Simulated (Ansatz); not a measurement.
NbP:

```
CELL_PARAMETERS angstrom
-1.67492 1.67492 5.74011
1.67492 -1.67492 5.74011
1.67492 1.67492 -5.74011
ATOMIC_POSITIONS crystal
Nb 0.24988 0.74988 0.50000
Nb 0.49988 0.49988 0.00000
P 0.83275 0.33275 0.50000
P 0.08275 0.08275 0.00000
```

The cell is a database's computed one.

| Quantity | Value |
| --- | --- |
| Program | Ansatz 0.2.0 |
| Task | relaxation of cell and atoms |
| Functional | PBEsol |
| Potentials or basis | Ansatz PAW |
| Cutoff | 420 eV (not typed: the program's choice for these potentials) |
| k mesh | 11 × 11 × 11 |
| Occupations | fermi-dirac, width 0.05 eV |
| Spin | no spin polarisation |
| Hubbard terms | Nb d U = 4 eV |

At the start: volume 16.10 Å³/atom.

Where does the relaxation end?

It ends after 5 steps and the volume is 15.70 Å³/atom (-2.5 %); space group I4_1md (No. 109, to 0.05 Å).

Step by step:
```
step  energy change (eV)  largest force (eV/Å)  volume (Å³)
   1              0.0000                0.0050        64.41
   2             -0.0140                0.0012        61.75
   3             -0.0244                0.0025        62.83
   4             -0.0244                0.0013        62.79
   5             -0.0242                0.0012        62.79
```

Final structure:
```
Nb P
1.0
    -1.66285    1.66285    5.67700
     1.66285   -1.66285    5.67700
     1.66285    1.66285   -5.67700
Nb P
2 2
Direct
  0.25004 0.75004 0.50000
  0.50004 0.50004 0.00000
  0.83259 0.33259 0.50000
  0.08259 0.08259 0.00000
```

Caveat: the plane-wave basis is chosen anew once the cell has moved, so the energies of steps on either side of that aren't comparable; U without spin polarisation on a metal has little footing; the PAW data sets come from PBE, with cores solved anew for the run's functional, which leaves a small shift of forces and pressure; the U is typed as a test and isn't derived for this compound.
